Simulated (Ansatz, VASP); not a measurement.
One calculation of Ru, two programs

```xyz
3
Lattice="2.7023 0.0000 0.0000 -1.3512 2.3403 0.0000 0.0000 0.0000 21.2660" Properties=species:S:1:pos:R:3 pbc="T T T"
Ru    0.0000    1.5602    8.5000
Ru    1.3512    0.7801   10.5579
Ru    0.0000    1.5602   12.6158
```

Alike in both runs: functional r2SCAN; k mesh 12 × 12 × 1; occupations gaussian, width 0.1 eV; no spin polarisation.

Ansatz relaxed the structure, and its values are those at the end. VASP's run is a single point on that final structure, the one shown.

```csv
,VASP,Ansatz
version,VASP 6.6.1,Ansatz 0.2.0
potentials or method,"VASP PAW PBE potentials, release 64 (Ru_pv)","scalar-relativistic, plane waves, PAW"
plane-wave cutoff (eV),520,500
valence electrons in the cell,42,48
```

```csv
,VASP,Ansatz,Ansatz less VASP
gap on the k mesh at the Fermi level (eV),none,none,-
rms of the force components (eV/Å),0.045,0.001,-0.0439
"work function, face that differs most (eV)",4.96,4.97,+0.004
```

A gap of «none» marks a metal or a gap that the smearing closes. With one functional, cell and mesh, what is left measures potentials, basis and numerics. The two sets of potentials don't hold the same shells in valence. Ansatz warned: «xc_potential_rough_in_thin_density».

Caveats: the PAW data sets were made with another functional, which shifts forces and pressure a little (VASP).
